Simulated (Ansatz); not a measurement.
Computed with DFT PBE, scalar-relativistic, plane waves, PAW in Ansatz 0.2.0. Settings: cutoff 420 eV, Γ-centred meshes spaced at most about 0.3 Å⁻¹, and about 0.25 Å⁻¹ or finer for metals (2π included), Gaussian smearing. Spin is collinear.

Temperature and zero-point effects are left out.

Two relaxed structures of Mn₂Al₂Cu:

A. (parallel moments up to 3.0 μB, with smaller opposite ones on Mn)

```
Al Mn Cu
1.0
    -1.52862    1.52862    6.98797
     1.52862   -1.52862    6.98797
     1.52862    1.52862   -6.98797
Al Mn Cu
2 2 1
Cartesian
  0.0000 0.0000 8.2675
  0.0000 0.0000 2.9330
  0.0000 0.0000 5.5281
  0.0000 0.0000 11.2207
  0.0000 0.0000 0.0025
```

B. (parallel moments up to 3.3 μB)

```
Al Mn Cu
1.0
     4.13894    0.00000    0.00000
    -2.06947    3.58443    0.00000
     0.00000    0.00000    5.22640
Al Mn Cu
2 2 1
Direct
  0.33333 0.66667 0.74727
  0.33333 0.66667 0.25273
  0.66667 0.33333 0.00000
  0.00000 0.00000 0.50000
  0.00000 0.00000 0.00000
```

Question: Which would you expect to be lower, and how large is the difference?

Answer: A is lower, by 213 meV/atom. A has space group I4mm (No. 107), 13.1 Å³/atom and no gap on its mesh; B has space group P-6m2 (No. 187), 15.5 Å³/atom and no gap. Counting all near atoms (those within 1.25 times the shortest distance at each site; a plus sign parts nearer from farther groups; a slash parts the counts of unlike sites), A has Mn 10+4/14, Al 14, Cu 14 and B has Mn 8/3+6, Al 11, Cu 11. The denser one is the lower, and pressure would at first widen the difference. In A, Al on its first site has 4 Cu at 2.51 Å, 4 Al at 2.72 Å, 1 Mn at 2.74 Å, 1 Mn at 2.95 Å and 4 Al at 3.06 Å; around Mn on its first site lie 4 Mn at 2.52 Å, 2 Al at 2.60–2.74 Å, 4 Cu at 2.61 Å and 4 Mn at 3.06 Å; Cu is surrounded by 4 Al at 2.51 Å, 5 Mn at 2.61–2.76 Å, 1 Al at 2.93 Å and 4 Cu at 3.06 Å; 2 more sites not described. In B, around Al lie 2 Al at 2.58–2.64 Å, 6 Mn at 2.72–2.73 Å and 3 Cu at 2.73 Å; Mn on its first site has 3 Cu at 2.39 Å and 6 Al at 2.73 Å; Cu has 3 Mn at 2.39 Å, 2 Mn at 2.61 Å and 6 Al at 2.73 Å; 1 more site not described. Origin: A, reached from a Materials Project cell; B, invented.

The magnetic state reached may not be the lowest. Cells relaxed within their symmetry can be saddle points. Some structure types and database cells were kept out of the candidates from the start, so a known form may be missing.
